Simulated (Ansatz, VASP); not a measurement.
Hf in VASP and in Ansatz

```
CELL_PARAMETERS angstrom
0.00000 2.23627 2.23627
2.23627 0.00000 2.23627
2.23627 2.23627 0.00000
ATOMIC_POSITIONS crystal
Hf 0.00000 0.00000 0.00000
```

Alike in both runs: task single point; functional PBEsol; k mesh 16 × 16 × 16; occupations gaussian, width 0.1 eV; no spin polarisation.

|  | VASP | Ansatz |
| --- | --- | --- |
| version | VASP 6.6.1 | Ansatz 0.2.0 |
| potentials or method | VASP PAW PBE potentials, release 64 (Hf_pv) | scalar-relativistic, plane waves, PAW |
| plane-wave cutoff (eV) | 520 | 420 |
| valence electrons in the cell | 10 | 26 |

```tsv
	VASP	Ansatz	Ansatz less VASP
gap on the k mesh at the Fermi level (eV)	none	none	-
pressure (GPa)	-4.1	-3.7	+0.39
```

A gap of «none» marks a metal or a gap that the smearing closes. The two sets of potentials don't hold the same shells in valence.

Caveats: the PAW data sets were made with another functional, which shifts forces and pressure a little (VASP). Spin-orbit coupling is left out, which matters for the levels of Hf.
